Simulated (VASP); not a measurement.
Input of a VASP 6.6.1 run:

File INCAR:

```
PREC = Accurate ; ENCUT = 520
EDIFF = 1E-7 ; ISMEAR = 0
SIGMA = 0.1 ; LREAL = False
LASPH = True ; NELM = 100
ALGO = Fast ; ISIF = 2
LWAVE = False ; LCHARG = False
GGA = PE ; NBANDS = 12
```

Contents of KPOINTS:

```
regular mesh
0
Gamma
  6 6 6
```

The input POSCAR:

```
Al
1.0
    4.5917187062      0.0000000000      0.0000000000
   -2.2958593531      3.9765450466      0.0000000000
    0.0000000000      0.0000000000      2.8143170106
Al
3
Direct
    0.3333333333      0.6666666667      0.5000000000
    0.0000000000      0.0000000000      0.0000000000
    0.6666666667      0.3333333333      0.5000000000
```

Potentials or basis: VASP PAW PBE potentials, release 64 (Al).

Command:

```bash
$ cat potpaw_PBE.64/Al/POTCAR > POTCAR
$ mpirun -np 1 vasp_std > vasp.out
```

**Question.** Predict the band gap on the k mesh.

**Answer.** None (metal or under the smearing width).

**Question.** Predict the pressure.

**Answer.** -0.1 GPa.

Caveat: the k mesh is coarse (spacing up to 0.37 Å⁻¹), so the values aren't converged.
